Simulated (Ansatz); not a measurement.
# SiNi3: a stacking-fault curve

The task, for SiNi3: slide the crystal rigidly across a (1 0 0) plane.

Computed with Ansatz 0.2.0 (DFT PBE, scalar-relativistic, plane waves, PAW, unless a step's input says otherwise).

2 further runs of the same task are left out: 2 set aside as unsound or not needed. Runs told in other sessions of the task aren't counted.

### 1 The structure to begin with

It takes space group Pm-3m (No. 221, cubic). The conventional cell has a = 3.506 Å, b = 3.506 Å, c = 3.506 Å, α = 90.00°, β = 90.00°, γ = 90.00°. Around Si (site symmetry m-3m) lie 12 Ni at 2.48 Å. Around Ni (site symmetry 4/mmm) lie 4 Si at 2.48 Å and 8 Ni at 2.48 Å.

As a file:

```xyz
12
Lattice="0.0000 -3.5063 0.0000 0.0000 0.0000 -3.5063 10.5188 0.0000 0.0000" Properties=species:S:1:pos:R:3 pbc="T T T"
Si    3.5063   -3.5063   -3.5063
Si    7.0125   -3.5063   -3.5063
Si    0.0000   -3.5063   -3.5063
Ni    0.0000   -1.7531   -1.7531
Ni    3.5063   -1.7531   -1.7531
Ni    7.0125   -1.7531   -1.7531
Ni    1.7531    0.0000   -1.7531
Ni    5.2594    0.0000   -1.7531
Ni    8.7656    0.0000   -1.7531
Ni    1.7531   -1.7531   -3.5063
Ni    5.2594   -1.7531   -3.5063
Ni    8.7656   -1.7531   -3.5063
```

It is built from the cell relaxed beforehand with the same method (10.78 Å³/atom).

### 2 Zero of energy

The cell is repeated 3 times, 12 atoms in all. The reference gives a free energy of -54470.4366 eV, pressure 0.03 GPa, largest force 0.000 eV/Å and gap on the mesh none (metal). It was computed beforehand with the settings of the runs below.

### 3 Setting up a stacking-fault curve

The cut lies on the cell's a–b face, a (1 0 0) plane of area 12.29 Å², between layers 1.75 Å apart (Ni below, Ni, Si above); the cell is 10.5 Å thick. Vector c is tilted by f times 1·a + 0·b (length 3.506 Å) with the atoms' Cartesian places fixed: one unrelaxed fault per cell.

### 4 At f = 0.200

File input.yaml:

```yaml
crystal:
  lattice:
    - [0.0, -3.5062596265, 0.0]
    - [0.0, 0.0, -3.5062596265]
    - [10.5187788796, -0.7012519253, 0.0]
  atoms:
    - { symbol: Si, position: [0.9833333333, 1.0, 0.0833333333] }
    - { symbol: Si, position: [0.9166666667, 1.0, 0.4166666667] }
    - { symbol: Si, position: [0.85, 1.0, 0.75] }
    - { symbol: Ni, position: [0.35, 0.5, 0.75] }
    - { symbol: Ni, position: [0.4833333333, 0.5, 0.0833333333] }
    - { symbol: Ni, position: [0.4166666667, 0.5, 0.4166666667] }
    - { symbol: Ni, position: [-0.1833333333, 0.5, 0.9166666667] }
    - { symbol: Ni, position: [-0.05, 0.5, 0.25] }
    - { symbol: Ni, position: [-0.1166666667, 0.5, 0.5833333333] }
    - { symbol: Ni, position: [0.3166666667, 1.0, 0.9166666667] }
    - { symbol: Ni, position: [0.45, 1.0, 0.25] }
    - { symbol: Ni, position: [0.3833333333, 1.0, 0.5833333333] }
basis:
  ecutwfc: 420
kpoints:
  mp_grid: { grid: [13, 13, 5] }
hamiltonian:
  xc: pbe
scf:
  occupations: { method: gaussian, width: 0.15 }
output:
  forces: true
  stress: true
  eigenvalues: true
```

Started as:

```
> ansatz run input.yaml --threads 2 --pin off --max-ram 5120MiB --backend cpu --events-out ev --progress --plain --runs-dir out
```

The log of the run, cut to the lines that bear on the results:

```text
Warning: RAYON_NUM_THREADS=2 ignored (pool sized by the plan → 2); use --threads N
[...]
Pseudopotentials: kind: paw
Pseudopotential: Si, paw, valence charge 4, recommended cutoff 420 eV (normal), Si.paw.azcp
Pseudopotential: Ni, paw, valence charge 18, recommended cutoff 420 eV (normal), Ni.paw.azcp
Functional definition: PBE
[...]
Crystal: 12 atoms, lattice volume = 129.316 Å³
Basis set: ecut = 420 eV, 2511 PW (Γ), exchange–correlation on 48×48×144 points (8 copies of the dense FFT grid, shifted against one another)
Bands: 105, of which v1, the nominal top of the filled ones, is band 87 counted from 1 (86 counted from 0)
Symmetry: 2 space group operations
Space group: Pm (ITA 6), of the structure as read, at distance tolerance 5.1e-5 Å
k-points: 231 of 845 (time reversal used)
[...]
SCF iter   1: F=—  HF=-54469.126569 eV  |F-HF|=—  |Δ(HF+E_count)|=         —  Δρ=5.50e-3  dr2=3.42e-2  ethr=1.77e-3  ⟨swp⟩=5.0  Hψ=82901  notcnv=0  defer=51
[...]
SCF iter   8: F=-54469.122213 eV  HF=-54469.122213 eV  |F-HF|=6.53e-8  |Δ(HF+E_count)|=   7.76e-8  Δρ=4.37e-6  dr2=5.76e-8  ethr=5.75e-11  ⟨swp⟩=8.0  Hψ=117730  notcnv=0
[...]
SCF converged after 8 iterations
Free energy (F): -54469.122213 eV
[...]
E sigma→0 (E₀):  -54469.087429 eV
Entropy (-TS):   -0.069568 eV (-5.797 meV/atom)
Fermi energy:    17.529631 eV
[...]
--- Forces (eV/Å), atoms counted from 1 ---
  atom   1  Si     2.36557288     1.47635380    -0.00000000
  atom   2  Si     0.01039620    -0.04028049     0.00000000
  atom   3  Si    -0.04444588    -0.15926708     0.00000000
  atom   4  Ni    -0.13064712    -0.08127496     0.00000000
  atom   5  Ni     2.56409650     2.27551157    -0.00000000
  atom   6  Ni    -0.00487688     0.03197593    -0.00000000
  atom   7  Ni    -3.06585975    -2.52817835     0.00000000
  atom   8  Ni     0.02754041     0.16899239     0.00000000
[...]
--- Stress (GPa, compression-positive) ---
       11.063371       9.829457      -0.000000
        9.829457       4.190075       0.000000
       -0.000000       0.000000      -0.438186
  P = ⅓ Tr σ = 4.9384 GPa (49.384 kbar)
--- Band table (eV; the first three rows and the last of 231) ---
[...]
```

Wall time 73 s (2 threads of Intel Xeon 6975P-C (Granite Rapids), shared host); peak memory 2.3 GiB.

### 5 f = 0.400

File input.yaml:

```yaml
crystal:
  lattice:
    - [0.0, -3.5062596265, 0.0]
    - [0.0, 0.0, -3.5062596265]
    - [10.5187788796, -1.4025038506, 0.0]
  atoms:
    - { symbol: Si, position: [0.9666666667, 1.0, 0.0833333333] }
    - { symbol: Si, position: [0.8333333333, 1.0, 0.4166666667] }
    - { symbol: Si, position: [0.7, 1.0, 0.75] }
    - { symbol: Ni, position: [0.2, 0.5, 0.75] }
    - { symbol: Ni, position: [0.4666666667, 0.5, 0.0833333333] }
    - { symbol: Ni, position: [0.3333333333, 0.5, 0.4166666667] }
    - { symbol: Ni, position: [-0.3666666667, 0.5, 0.9166666667] }
    - { symbol: Ni, position: [-0.1, 0.5, 0.25] }
    - { symbol: Ni, position: [-0.2333333333, 0.5, 0.5833333333] }
    - { symbol: Ni, position: [0.1333333333, 1.0, 0.9166666667] }
    - { symbol: Ni, position: [0.4, 1.0, 0.25] }
    - { symbol: Ni, position: [0.2666666667, 1.0, 0.5833333333] }
basis:
  ecutwfc: 420
kpoints:
  mp_grid: { grid: [13, 13, 5] }
hamiltonian:
  xc: pbe
scf:
  occupations: { method: gaussian, width: 0.15 }
output:
  forces: true
  stress: true
  eigenvalues: true
```

Started as:

```
> ansatz run input.yaml --threads 2 --pin off --max-ram 5120MiB --backend cpu --events-out ev --progress --plain --runs-dir out
```

The log of the run, cut to the lines that bear on the results:

```text
Warning: RAYON_NUM_THREADS=2 ignored (pool sized by the plan → 2); use --threads N
[...]
[... 4 set-up lines as earlier in the session ...]
[...]
Crystal: 12 atoms, lattice volume = 129.316 Å³
Basis set: ecut = 420 eV, 2513 PW (Γ), exchange–correlation on 48×48×144 points (8 copies of the dense FFT grid, shifted against one another)
Bands: 105, of which v1, the nominal top of the filled ones, is band 87 counted from 1 (86 counted from 0)
[... 2 set-up lines as earlier in the session ...]
k-points: 231 of 845 (time reversal used)
[...]
SCF converged after 9 iterations
Free energy (F): -54465.601513 eV
[...]
E sigma→0 (E₀):  -54465.562843 eV
Entropy (-TS):   -0.077339 eV (-6.445 meV/atom)
Fermi energy:    17.601732 eV
[...]
--- Forces (eV/Å), atoms counted from 1 ---
  atom   1  Si     9.50338929     1.83487594    -0.00000000
  atom   2  Si     0.05418288    -0.02233424    -0.00000000
  atom   3  Si    -0.18321919    -0.07856145     0.00000000
  atom   4  Ni    -0.32474202    -0.21970974     0.00000000
  atom   5  Ni     9.83776253     2.32981528    -0.00000000
  atom   6  Ni     0.00827201     0.00661494    -0.00000000
  atom   7  Ni   -10.57009972    -2.50081765     0.00000000
  atom   8  Ni     0.04039370     0.12497671     0.00000000
[...]
--- Stress (GPa, compression-positive) ---
       43.067545      10.653050      -0.000000
       10.653050       2.815921      -0.000000
       -0.000000      -0.000000       0.097114
  P = ⅓ Tr σ = 15.3269 GPa (153.269 kbar)
--- Band table (eV; the first three rows and the last of 231) ---
[...]
```

Wall time 81 s (2 threads of Intel Xeon 6975P-C (Granite Rapids), shared host); peak memory 2.2 GiB.

### 6 f = 0.100

File input.yaml:

```yaml
crystal:
  lattice:
    - [0.0, -3.5062596265, 0.0]
    - [0.0, 0.0, -3.5062596265]
    - [10.5187788796, -0.3506259626, 0.0]
  atoms:
    - { symbol: Si, position: [0.9916666667, 1.0, 0.0833333333] }
    - { symbol: Si, position: [0.9583333333, 1.0, 0.4166666667] }
    - { symbol: Si, position: [0.925, 1.0, 0.75] }
    - { symbol: Ni, position: [0.425, 0.5, 0.75] }
    - { symbol: Ni, position: [0.4916666667, 0.5, 0.0833333333] }
    - { symbol: Ni, position: [0.4583333333, 0.5, 0.4166666667] }
    - { symbol: Ni, position: [-0.0916666667, 0.5, 0.9166666667] }
    - { symbol: Ni, position: [-0.025, 0.5, 0.25] }
    - { symbol: Ni, position: [-0.0583333333, 0.5, 0.5833333333] }
    - { symbol: Ni, position: [0.4083333333, 1.0, 0.9166666667] }
    - { symbol: Ni, position: [0.475, 1.0, 0.25] }
    - { symbol: Ni, position: [0.4416666667, 1.0, 0.5833333333] }
basis:
  ecutwfc: 420
kpoints:
  mp_grid: { grid: [13, 13, 5] }
hamiltonian:
  xc: pbe
scf:
  occupations: { method: gaussian, width: 0.15 }
output:
  forces: true
  stress: true
  eigenvalues: true
```

Started as:

```
> ansatz run input.yaml --threads 2 --pin off --max-ram 5120MiB --backend cpu --events-out ev --progress --plain --runs-dir out
```

The log of the run, cut to the lines that bear on the results:

```text
Warning: RAYON_NUM_THREADS=2 ignored (pool sized by the plan → 2); use --threads N
[...]
[... 4 set-up lines as earlier in the session ...]
[...]
Crystal: 12 atoms, lattice volume = 129.316 Å³
Basis set: ecut = 420 eV, 2529 PW (Γ), exchange–correlation on 48×48×144 points (8 copies of the dense FFT grid, shifted against one another)
Bands: 105, of which v1, the nominal top of the filled ones, is band 87 counted from 1 (86 counted from 0)
[... 2 set-up lines as earlier in the session ...]
k-points: 231 of 845 (time reversal used)
[...]
SCF converged after 9 iterations
Free energy (F): -54470.127970 eV
[...]
E sigma→0 (E₀):  -54470.094890 eV
Entropy (-TS):   -0.066160 eV (-5.513 meV/atom)
Fermi energy:    17.524810 eV
[...]
--- Forces (eV/Å), atoms counted from 1 ---
  atom   1  Si     0.53268168     0.61909680    -0.00000000
  atom   2  Si     0.00188936    -0.02389111     0.00000000
  atom   3  Si    -0.00884704    -0.10914671    -0.00000000
  atom   4  Ni    -0.03401255    -0.01520974     0.00000000
  atom   5  Ni     0.59786742     1.07493903    -0.00000000
  atom   6  Ni    -0.00056722     0.02326311    -0.00000000
  atom   7  Ni    -0.75405397    -1.21768087     0.00000000
  atom   8  Ni     0.00743645     0.09664603     0.00000000
[...]
--- Stress (GPa, compression-positive) ---
        2.562123       4.570411       0.000000
        4.570411       1.427063       0.000000
        0.000000       0.000000      -0.162540
  P = ⅓ Tr σ = 1.2755 GPa (12.755 kbar)
--- Band table (eV; the first three rows and the last of 231) ---
[...]
```

Run time: 81 s. Hardware: 2 threads of Intel Xeon 6975P-C (Granite Rapids), shared host; peak memory 2.2 GiB.

### 7 All points together

All points in order; energies are free energies above the reference cell:

```csv
f,γ (mJ/m²),shear traction (GPa)
0.000,0,0.0
0.100,402,23.6
0.200,1713,51.5
0.400,6301,56.3
```

Not run, since symmetry makes them alike: 0.600 repeats 0.400, 0.800 repeats 0.200. Energy, pressure and gap are the same there.

### 8 What came out

```
                      quantity                    value
  highest fault energy sampled  6301 mJ/m² at f = 0.400
largest shear traction sampled                 56.3 GPa
```

In words: The highest point computed is 6301 mJ/m², at f = 0.400; the true top can lie between points. Nothing is relaxed, so these energies are upper bounds; letting the layers move apart would lower them. Spin polarisation is off in the runs that give these values; a magnetic solution could lie lower.
